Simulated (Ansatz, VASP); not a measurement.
## Two plane-wave programs on TiC

The input INCAR:

```
SYSTEM = TiC
ALGO     = Normal         ! electronic algorithm
EDIFF    = 1E-6           ! SCF threshold, eV
ENCUT    = 520            ! plane-wave cutoff, eV
ISIF     = 2              ! what is computed and relaxed
ISMEAR   = -1             ! smearing method
LASPH    = .True.         ! aspherical terms in the spheres
LCHARG   = .False.        ! write CHGCAR
LREAL    = .False.        ! projectors in reciprocal space
LWAVE    = .False.        ! write WAVECAR
NBANDS   = 15             ! bands
NELM     = 60             ! most SCF steps
PREC     = Accurate       ! precision mode
SIGMA    = 0.08           ! smearing width, eV
```

File KPOINTS:

```
k-points
0
Gamma
  17 17 17
  0 0 0
```

File POSCAR:

```
TiC
1.0
    0.0000000000      1.7455225353      1.7455225353
    1.7455225353      0.0000000000      1.7455225353
    1.7455225353      1.7455225353      0.0000000000
Ti C
1 1
Direct
    0.0000000000      0.0000000000      0.0000000000
    0.5000000000      0.5000000000      0.5000000000
```

Input for Ansatz:

```yaml
crystal:
  lattice:
    - [0.0, 1.7455225353, 1.7455225353]
    - [1.7455225353, 0.0, 1.7455225353]
    - [1.7455225353, 1.7455225353, 0.0]
  atoms:
    - { symbol: Ti, position: [0.0, 0.0, 0.0] }
    - { symbol: C, position: [0.5, 0.5, 0.5] }
kpoints:
  mp_grid: { grid: [17, 17, 17] }
scf:
  occupations: { method: fermi_dirac, width: 0.08 }
hamiltonian:
  xc: lda
  pseudopotentials: { kind: paw, partial_waves: polarizable }
output:
  forces: true
  stress: true
  eigenvalues: true
```

Change from the starting cell: volume scaled by 0.55, PAW files, partial_waves polarizable.

Alike in both runs: task single point; functional LDA; k mesh 17 × 17 × 17; occupations fermi-dirac, width 0.08 eV; no spin polarisation.

```csv
,VASP,Ansatz
version,VASP 6.6.1,Ansatz 0.2.0
potentials or method,"VASP PAW LDA potentials, release 64 (Ti_sv, C)","PAW with Ansatz's default frozen-core files, scalar-relativistic"
plane-wave cutoff (eV),520,420
valence electrons in the cell,16,16
```

|  | VASP | Ansatz | Ansatz less VASP |
| --- | --- | --- | --- |
| pressure (GPa) | 522.8 | 527.8 | +4.96 |

Caveats: the cell as given lies far from equilibrium; so large a pressure means that the cell lies far from this level's equilibrium, or that cutoff or potentials fall short (VASP).
